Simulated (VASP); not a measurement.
# From an Ansatz input to VASP: BAs (zincblende)

Ansatz input

```yaml
crystal:
  lattice:
    - [0.0, 2.3918676085, 2.3918676085]
    - [2.3918676085, 0.0, 2.3918676085]
    - [2.3918676085, 2.3918676085, 0.0]
  atoms:
    - { symbol: B, position: [0.0, 0.0, 0.0] }
    - { symbol: As, position: [0.25, 0.25, 0.25] }
kpoints:
  mp_grid: { grid: [6, 6, 6] }
hamiltonian:
  xc: pbe
scf:
  occupations: { method: fixed }
gw:
  n_empty_bands: 81
  ecut_chi: 120
  qp_bands: [v2, c2]
  qp_kpoints: band_edges
  screening: { model: contour_deformation }
```

Translate this input to VASP.



INCAR, step 1 (ground state)

```
EDIFF = 1E-7
LCHARG = .FALSE.
LWAVE = .TRUE.
PREC = Accurate
GGA = PE
ENCUT = 500
NELM = 120
SIGMA = 0.01
ISMEAR = 0
LREAL = .FALSE.
LASPH = .TRUE.
```

INCAR, step 2 (empty bands)

```
SIGMA = 0.01
ALGO = Exact
PREC = Accurate
NELM = 1
NBANDS = 85
ISMEAR = 0
LREAL = .FALSE.
LASPH = .TRUE.
ENCUT = 500
LCHARG = .FALSE.
LOPTICS = .TRUE.
LWAVE = .TRUE.
EDIFF = 1E-7
ISTART = 1
GGA = PE
```

INCAR, step 3 (GW)

```
LREAL = .FALSE.
NELMGW = 1
NELM = 120
SIGMA = 0.01
GGA = PE
ISMEAR = 0
LASPH = .TRUE.
LCHARG = .FALSE.
ENCUTGWSOFT = 120
ALGO = EVGW0
ENCUT = 500
LWAVE = .FALSE.
NOMEGA = 64
PREC = Accurate
NBANDSGW = 12
ISTART = 1
EDIFF = 1E-7
ENCUTGW = 120
PRECFOCK = Fast
NBANDS = 85
```

KPOINTS

```
KPOINTS created by Atomic Simulation Environment
0
Gamma
6 6 6
0 0 0
```

POSCAR

```
B  As
 1.0000000000000000
     0.0000000000000000    2.3918676084804957    2.3918676084804957
     2.3918676084804957    0.0000000000000000    2.3918676084804957
     2.3918676084804957    2.3918676084804957    0.0000000000000000
 B   As
   1   1
Cartesian
  0.0000000000000000 -0.0000000000000000 -0.0000000000000000
  1.1959338042402479  1.1959338042402479  1.1959338042402479
```

VASP ran with the GW set of PAW datasets (8 valence electrons in the cell). Other inputs would serve too.

|  | Ansatz | VASP |
| --- | --- | --- |
| PBE gap on the mesh | 1.28 eV | 1.27 eV |
| G₀W₀ gap on the mesh | 1.88 eV | 1.85 eV |

The two codes use different PAW datasets and cutoffs. VASP's cell holds 8 valence electrons and Ansatz's 18. Both sum 81 empty bands with a screening cutoff of 120 eV, short of the basis and mesh limit, and the G₀W₀ gap is that of the linearised levels of the first step.
